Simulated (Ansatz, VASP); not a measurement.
# Ru: VASP beside Ansatz

```
CELL_PARAMETERS angstrom
2.61440 0.00000 0.00000
-1.30720 2.26414 0.00000
0.00000 0.00000 4.35440
ATOMIC_POSITIONS crystal
Ru 0.33333 0.66667 0.25000
Ru 0.66667 0.33333 0.75000
```

Alike in both runs: task single point; functional PBEsol; k mesh 18 × 18 × 10; occupations gaussian, width 0.15 eV; no spin polarisation.

|  | VASP | Ansatz |
| --- | --- | --- |
| version | VASP 6.6.1 | Ansatz 0.2.0 |
| potentials or method | VASP PAW PBE potentials, release 64 (Ru_pv) | scalar-relativistic, plane waves, PAW |
| plane-wave cutoff (eV) | 520 | 420 |
| valence electrons in the cell | 28 | 32 |

|  | VASP | Ansatz | Ansatz less VASP |
| --- | --- | --- | --- |
| gap on the k mesh at the Fermi level (eV) | none | none | - |
| pressure (GPa) | 12.8 | 12.8 | +0.04 |
| largest component of the traceless stress (GPa) | 19.15 | 19.17 | +0.020 |

A gap of «none» marks a metal or a gap that the smearing closes. The two sets of potentials don't hold the same shells in valence. Ansatz warned: «pseudo_functional_mismatch».

Caveats: the PAW data sets were made with another functional, which shifts forces and pressure a little (VASP).
